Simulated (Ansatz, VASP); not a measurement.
Two plane-wave programs on CdS

The input INCAR:

```
SYSTEM = CdS
PREC = Accurate
ENCUT = 520
EDIFF = 1E-8
ISMEAR = -1
SIGMA = 0.02
LREAL = .FALSE.
LASPH = .TRUE.
NELM = 80
ALGO = Normal
ISIF = 2
LWAVE = .FALSE.
LCHARG = .FALSE.
GGA = PS
LEFG = .TRUE.
NBANDS = 16
```

Contents of KPOINTS:

```
regular mesh
0
G
  7 7 7
  0 0 0
```

The input POSCAR:

```
CdS
1.0
    0.0000000000      3.0018125342      2.9429534649
    3.0018125342      0.0000000000      2.9429534649
    3.0018125342      3.0018125342      0.0000000000
Cd S
1 1
Direct
    0.0000000000      0.0000000000      0.0000000000
    0.7500000000      0.7500000000      0.7500000000
```

Input for Ansatz:

```yaml
crystal:
  lattice:
    - [0.0, 3.0018125342, 2.9429534649]
    - [3.0018125342, 0.0, 2.9429534649]
    - [3.0018125342, 3.0018125342, 0.0]
  atoms:
    - { symbol: Cd, position: [0.0, 0.0, 0.0] }
    - { symbol: S, position: [0.75, 0.75, 0.75] }
kpoints:
  mp_grid: { grid: [7, 7, 7] }
scf:
  occupations: { method: fermi_dirac, width: 0.02 }
hamiltonian:
  xc: pbesol
  pseudopotentials: { kind: paw }
output:
  forces: true
  stress: true
  eigenvalues: true
  efg: { contact_densities: true }
```

Change from the starting cell: equal xx and yy strain of +2 %, PAW files.

Alike in both runs: task electric field gradients; functional PBEsol; k mesh 7 × 7 × 7; occupations fermi-dirac, width 0.02 eV; no spin polarisation.

|  | VASP | Ansatz |
| --- | --- | --- |
| version | VASP 6.6.1 | Ansatz 0.2.0 |
| potentials or method | VASP PAW PBE potentials, release 64 (Cd, S) | PAW with Ansatz's default frozen-core files, scalar-relativistic |
| plane-wave cutoff (eV) | 520 | 420 |
| valence electrons in the cell | 18 | 26 |

Ansatz gave:

| Property | Result |
| --- | --- |
| gap on the k mesh at the Fermi level (eV) | 0.83 |
| pressure (GPa) | -3.7 |
| largest component of the traceless stress (GPa) | 0.30 |
| Vzz of the field gradient on the site that differs most (V/Å²) | 6.1 |

Task: What did VASP give for the same quantities?

Result: gap on the k mesh at the Fermi level (eV): 0.83; pressure (GPa): -3.4; largest component of the traceless stress (GPa): 0.30; Vzz of the field gradient on the site that differs most (V/Å²): 5.8.

With one functional, cell and mesh, what is left measures potentials, basis and numerics. The two sets of potentials don't hold the same shells in valence. Ansatz warned: «gradients_without_spin_orbit».

Caveats: the PAW data sets were made with another functional, which shifts forces and pressure a little (VASP).
